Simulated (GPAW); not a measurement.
# MgO (Fm-3m) in GPAW: single point with BLYP

Aim: the single point of MgO with BLYP.

All numbers are computed with GPAW 26.7.0; they aren't measurements. Logs are shortened: lines on timing, memory, paths and dates and some standing lists are left out, and cuts for length are marked. The log counts tension as positive stress, the text compression.

**The experiment to reproduce.**

“Electronic structure of alkaline earth and post-transition metal oxides”, 2009, arxiv:0908.1581 quotes, for a bulk crystal of MgO: band gap 7.83 eV.

The runs below are set against these values where they give the same quantity.

## (1) Starting point

The structure is cubic, space group Fm-3m (No. 225). The conventional cell has a = 4.194 Å, b = 4.194 Å, c = 4.194 Å, α = 90.00°, β = 90.00°, γ = 90.00°. Mg (site symmetry m-3m) has 6 O at 2.10 Å as nearest neighbours. O (site symmetry m-3m) is surrounded by 6 Mg at 2.10 Å.

The cell is a database's computed one.

## (2) Single point, BLYP

run.py reads:

```python
from ase.dft.bandgap import bandgap
from ase.io import write
from ase.spacegroup import crystal
from ase.units import GPa
from gpaw import GPAW, PW, setup_paths

setup_paths.insert(0, '.')

# Mg 4a
# O 4b
atoms = crystal(['Mg', 'O'],
                basis=[[0.0, 0.0, 0.0],
                       [0.5, 0.0, 0.0]],
                spacegroup=225, setting=1,  # Fm-3m
                cellpar=[4.19400279, 4.19400279, 4.19400279, 90.0, 90.0, 90.0],
                primitive_cell=True)

calc = GPAW(mode=PW(600),
            xc='BLYP',
            kpts={'size': (9, 9, 9), 'gamma': True},
            occupations={'name': 'fermi-dirac', 'width': 0.05},
            nbands=16,
            eigensolver={'name': 'davidson', 'niter': 2},
            maxiter=120,
            txt='gpaw.txt')
atoms.calc = calc
energy = atoms.get_potential_energy()
forces = atoms.get_forces()
stress = atoms.get_stress()
calc.write('gs.gpw')
write('result.traj', atoms)
print(f'Energy: {energy:.6f} eV')
print('Forces (eV/A):')
print(forces.round(4))
print('Stress (GPa):', (stress / GPa).round(3))
print('Fermi level:', round(calc.get_fermi_level(), 4), 'eV')
print(f'Gap: {bandgap(calc)[0]:.4f} eV, direct: {bandgap(calc, direct=True)[0]:.4f} eV')
```

Potentials or basis: PAW data sets generated in the run's folder for this functional, pw.

The run is started by

```console
$ gpaw-setup -f BLYP Mg O
$ OMP_NUM_THREADS=1 python run.py
```

gpaw.txt:

```text
__  _  _
 | _ |_)|_||  |
 |__||  | ||/\| - 26.7.0

Input parameters:
  mode=PW(ecut=600.0),
  eigensolver=Davidson(niter=2),
  kpts=MonkhorstPack(size=(9, 9, 9), gamma=True),
  maxiter=120,
  nbands=16,
  occupations=Occupations(name='fermi-dirac', width=0.05),
  xc=XC(name='BLYP')

Diagonalizing LCAO Hamiltonian
Converting LCAO to pw mode

              O

       Mg

Atoms  # Å, Bohr magnetons
|   | symbol |        x |        y |        z |    initial magnetic moments |
|---|--------|----------|----------|----------|-----------------------------|
| 0 |     Mg | 0.000000 | 0.000000 | 0.000000 | ( 0.0000,  0.0000,  0.0000) |
| 1 |      O | 2.097001 | 2.097001 | 2.097001 | ( 0.0000,  0.0000,  0.0000) |

Unit cell  # Å
| periodic |        x |        y |        z |  lengths |    angles |
|----------|----------|----------|----------|----------|-----------|
|      yes | 0.000000 | 2.097001 | 2.097001 | 2.965608 | 60.000000 |
|      yes | 2.097001 | 0.000000 | 2.097001 | 2.965608 | 60.000000 |
|      yes | 2.097001 | 2.097001 | 0.000000 | 2.965608 | 60.000000 |

Number of symmetries: 48
Symmetry operations  # r_c * U_cc + t_c -> r_c
|    | kind |            matrix            |
|----|------|------------------------------|
|  0 |  σ   |  1, 0, 0,  1, 0,-1,  1,-1, 0 |
|  1 |  C2  |  1, 0, 0,  1,-1, 0,  1, 0,-1 |
|  2 |  E   |  1, 0, 0,  0, 1, 0,  0, 0, 1 |
|  3 |  σ   |  1, 0, 0,  0, 0, 1,  0, 1, 0 |
|  4 |  C4  |  1, 0,-1,  1, 0, 0,  1,-1, 0 |
|  5 |  S6  |  1, 0,-1,  1,-1, 0,  1, 0, 0 |
|  6 |  σ   |  1, 0,-1,  0, 1,-1,  0, 0,-1 |
|  7 |  C3  |  1, 0,-1,  0, 0,-1,  0, 1,-1 |
|  8 |  S6  |  1,-1, 0,  1, 0, 0,  1, 0,-1 |
|  9 |  C4  |  1,-1, 0,  1, 0,-1,  1, 0, 0 |
| 10 |  C3  |  1,-1, 0,  0,-1, 1,  0,-1, 0 |
| 11 |  σ   |  1,-1, 0,  0,-1, 0,  0,-1, 1 |
| 12 |  σ   |  0, 1, 0,  1, 0, 0,  0, 0, 1 |
| 13 |  C4  |  0, 1, 0,  0, 1,-1, -1, 1, 0 |
| 14 |  C3  |  0, 1, 0,  0, 0, 1,  1, 0, 0 |
| 15 |  S6  |  0, 1, 0, -1, 1, 0,  0, 1,-1 |
| 16 |  C2  |  0, 1,-1,  1, 0,-1,  0, 0,-1 |
| 17 |  σ   |  0, 1,-1,  0, 1, 0, -1, 1, 0 |
| 18 |  S4  |  0, 1,-1,  0, 0,-1,  1, 0,-1 |
| 19 |  C4  |  0, 1,-1, -1, 1, 0,  0, 1, 0 |
| 20 |  C3  |  0, 0, 1,  1, 0, 0,  0, 1, 0 |
| 21 |  σ   |  0, 0, 1,  0, 1, 0,  1, 0, 0 |
| 22 |  S6  |  0, 0, 1,  0,-1, 1, -1, 0, 1 |
| 23 |  C4  |  0, 0, 1, -1, 0, 1,  0,-1, 1 |
| 24 |  S4  |  0, 0,-1,  1, 0,-1,  0, 1,-1 |
| 25 |  C3  |  0, 0,-1,  0, 1,-1,  1, 0,-1 |
| 26 |  C2  |  0, 0,-1,  0,-1, 0, -1, 0, 0 |
| 27 |  S6  |  0, 0,-1, -1, 0, 0,  0,-1, 0 |
| 28 |  S4  |  0,-1, 1,  1,-1, 0,  0,-1, 0 |
| 29 |  C4  |  0,-1, 1,  0, 0, 1, -1, 0, 1 |
| 30 |  C2  |  0,-1, 1,  0,-1, 0,  1,-1, 0 |
| 31 |  σ   |  0,-1, 1, -1, 0, 1,  0, 0, 1 |
| 32 |  C3  |  0,-1, 0,  1,-1, 0,  0,-1, 1 |
| 33 |  S6  |  0,-1, 0,  0, 0,-1, -1, 0, 0 |
| 34 |  S4  |  0,-1, 0,  0,-1, 1,  1,-1, 0 |
| 35 |  C2  |  0,-1, 0, -1, 0, 0,  0, 0,-1 |
| 36 |  C2  | -1, 1, 0,  0, 1, 0,  0, 1,-1 |
| 37 |  S6  | -1, 1, 0,  0, 1,-1,  0, 1, 0 |
| 38 |  S4  | -1, 1, 0, -1, 0, 1, -1, 0, 0 |
| 39 |  C3  | -1, 1, 0, -1, 0, 0, -1, 0, 1 |
| 40 |  S6  | -1, 0, 1,  0, 0, 1,  0,-1, 1 |
| 41 |  C2  | -1, 0, 1,  0,-1, 1,  0, 0, 1 |
| 42 |  C3  | -1, 0, 1, -1, 1, 0, -1, 0, 0 |
| 43 |  S4  | -1, 0, 1, -1, 0, 0, -1, 1, 0 |
| 44 |  C2  | -1, 0, 0,  0, 0,-1,  0,-1, 0 |
| 45 |  i   | -1, 0, 0,  0,-1, 0,  0, 0,-1 |
| 46 |  σ   | -1, 0, 0, -1, 1, 0, -1, 0, 1 |
| 47 |  C2  | -1, 0, 0, -1, 0, 1, -1, 1, 0 |

BZ-sampling:
  Number of BZ points: 729
  Number of IBZ points: 35

  Monkhorst-Pack size: [9, 9, 9]
  Monkhorst-Pack shift: [0, 0, 0]

K-points  # in reciprocal-cell coordinates
|     |                                coordinates |     weight |
|-----|--------------------------------------------|------------|
|   0 | (  0.00000000,   0.00000000,   0.00000000) | 0.00137174 |
|   1 | (  0.11111111,   0.11111111,   0.00000000) | 0.00823045 |
|   2 | (  0.11111111,   0.11111111,   0.11111111) | 0.01097394 |
|   3 | (  0.22222222,   0.11111111,   0.11111111) | 0.01646091 |
|   4 | (  0.22222222,   0.22222222,   0.00000000) | 0.00823045 |
|   5 | (  0.22222222,   0.22222222,   0.11111111) | 0.03292181 |
|   6 | (  0.22222222,   0.22222222,   0.22222222) | 0.01097394 |
|   7 | (  0.33333333,   0.22222222,   0.11111111) | 0.03292181 |
|   8 | (  0.33333333,   0.22222222,   0.22222222) | 0.03292181 |
|   9 | (  0.33333333,   0.33333333,  -0.33333333) | 0.01646091 |
| ... |                                            |            |
|  34 | (  0.44444444,   0.44444444,   0.44444444) | 0.01097394 |

Plane wave coefficients: 625
Cutoff: 600.0 eV

Spin-components: 1 (collinear spins)
Bands:           16
Projectors:      10
Spin-degeneracy: 2
Datatype:        complex128

Parallelization:
  kpt:    1
  domain: 1
  band:   1

Density:
  Valence electrons: 16.0
  Components: 1
  Grid points: [18 18 18]
  Charge: 0.0  # |e|

Potential:
  Grid points: [18 18 18]

species:
  Mg:
    name:    Magnesium
    Z:       12.0
    valence: 10
    core:    2
    charge:  0.0  # [|e|]
    compensation charges:
      type: gauss
      rc: 0.33  # [Å]
      lmax: 2
    cutoffs:
      filter: 1.86  # [Å]
      core: 0.54  # [Å]
    projectors
    | kind |    occ | energy [eV] | rcut [Å] |
    |------|--------|-------------|----------|
    |   2s |  2.000 |     -79.573 |    1.090 |
    |   3s |  2.000 |      -4.573 |    1.090 |
    |   2p |  6.000 |     -46.530 |    1.085 |
    |   3p |  0.000 |      -1.198 |    1.085 |
    |    d |        |       0.000 |    1.037 |

    Using partial waves for Mg as LCAO basis

  O:
    name:    Oxygen
    Z:       8.0
    valence: 6
    core:    2
    charge:  0.0  # [|e|]
    compensation charges:
      type: gauss
      rc: 0.21  # [Å]
      lmax: 2
    cutoffs:
      filter: 1.17  # [Å]
      core: 0.83  # [Å]
    projectors
    | kind |    occ | energy [eV] | rcut [Å] |
    |------|--------|-------------|----------|
    |   2s |  2.000 |     -23.831 |    0.688 |
    |   2p |  4.000 |      -9.023 |    0.598 |
    |    s |        |       3.380 |    0.688 |
    |    p |        |      18.189 |    0.598 |
    |    d |        |       0.000 |    0.619 |

    Using partial waves for O as LCAO basis

Reference energy: -7496.396199  # eV

eigensolver:
  Davidson
  Converge bands: occupied
  niter=2

density mixing:
  MSR1-Mixer
  Pratt-step length: 0.05
  Maximum mixing coefficient: 0.75
  Old densities: 10
  SVD Regularization: 0.005
  Good broyden scale: 1.0
  Trust region scale: 1.0
  Backstep threshold: 4.0
  History deletion threshold: 6.0
  Fourier metric: weight=20.0, sigma=0.015

occupation numbers:
  Fermi-Dirac:
    width: 0.0500  # eV

poisson solver:
  ecut: 4800.0  # eV

xc functional:
  name: BLYP with 2 nearest neighbor stencil

convergence criteria:
- Maximum [total energy] change in last 3 cyles: 0.0005 eV / valence electron
- Maximum integral of absolute [dens]ity change: 0.0001 electrons / valence electron
- Maximum integral of absolute [eigenst]ate change: 4e-08 eV^2 / valence electron
maximum number of iterations: 120

SCF iterations
|iter     | |      energy | eigst |  dens |
|---------|-|-------------|-------|-------|
|iter:   1| |  -13.113425 | -0.01 |       |
|iter:   2| |  -12.688216 | -1.32 | -0.95 |
|iter:   3| |  -11.503230 | -1.54 | -1.00 |
|iter:   4| |  -11.505350 | -2.99 | -1.55 |
|iter:   5| |  -11.508721c| -3.50 | -1.81 |
|iter:   6| |  -11.508769c| -4.81 | -3.03 |
|iter:   7| |  -11.508792c| -5.66 | -3.36 |
|iter:   8| |  -11.508792c| -7.45c| -4.60c|

Converged in 8 steps
Energy contributions relative to reference atoms: (reference = -7496.396199)

Energy contributions:
  Kinetic:          13.928467
  Coulomb:         -11.217208
  Zero:              0.019367
  External:          0.000000
  Xc:              -14.239419
  Entropy:          -0.000000
  Spinorbit:         0.000000
  ----------------------------
  Free energy:     -11.508792
  Extrapolated:    -11.508792

dipole moment: (-6.039005, -6.039005, -6.039005)  # |e|*Ang

Fermi level: 6.251
Eigenvalues  # (at kpt = [0.000, 0.000, 0.000])
| band index |      eig [eV] | occ [0-2] |
|------------|---------------|-----------|
|          0 |       -67.184 |     2.000 |
|          1 |       -34.113 |     2.000 |
|          2 |       -34.113 |     2.000 |
|          3 |       -34.113 |     2.000 |
|          4 |       -11.872 |     2.000 |
|          5 |         5.320 |     2.000 |
[... 8 lines left out ...]
|         14 |        30.044 |     0.000 |
|         15 |        30.120 |     0.000 |

Gap: 5.170 eV
Transition (v -> c):
  (s=0, k=0, n=7, [0.00, 0.00, 0.00]) -> (s=0, k=0, n=8, [0.00, 0.00, 0.00])
No difference between direct/indirect transitions

Forces  # eV/Ang
|        x |        y |       z |
|----------|----------|---------|
| -0.00000 | -0.00000 | 0.00000 |  # Mg   0
|  0.00000 |  0.00000 | 0.00000 |  # O    1

Stress tensor  # eV/Ang^3
|         x |         y |         z |
|-----------|-----------|-----------|
| -0.021487 | -0.000000 | -0.000000 |
| -0.000000 | -0.021487 |  0.000000 |
| -0.000000 |  0.000000 | -0.021487 |

# Writing to gs.gpw (mode='')
```

Wall time 10 s (1 thread of Arm Neoverse V1, shared host); peak memory 0.13 GiB.

What came out:

```
Free energy            : -11.5088 eV
Pressure               : 3.4 GPa
Band gap on the k mesh : 5.17 eV, direct
```

Levels at points of the mesh, in eV from the valence-band top:
```
           k point  band 6  band 7  band 8  band 9  band 10  band 11
(0.00, 0.00, 0.00)    0.00    0.00    0.00    5.17    16.10    16.10
```

Caveat: the cutoff is short for stress and forces, so pressures can be off by a GPa or more.

## (3) Against experiment

Step 2. Measured gap of MgO: 7.83 eV (quoted in “Electronic structure of alkaline earth and post-transition metal oxides”, 2009, arxiv:0908.1581). This calculation gives 5.17 eV (-2.66 eV). The value is that of BLYP, without temperature or zero-point motion. Semilocal functionals fall short of measured gaps as a rule. The cell is a database's relaxed one, not the measured one, which moves gaps too.
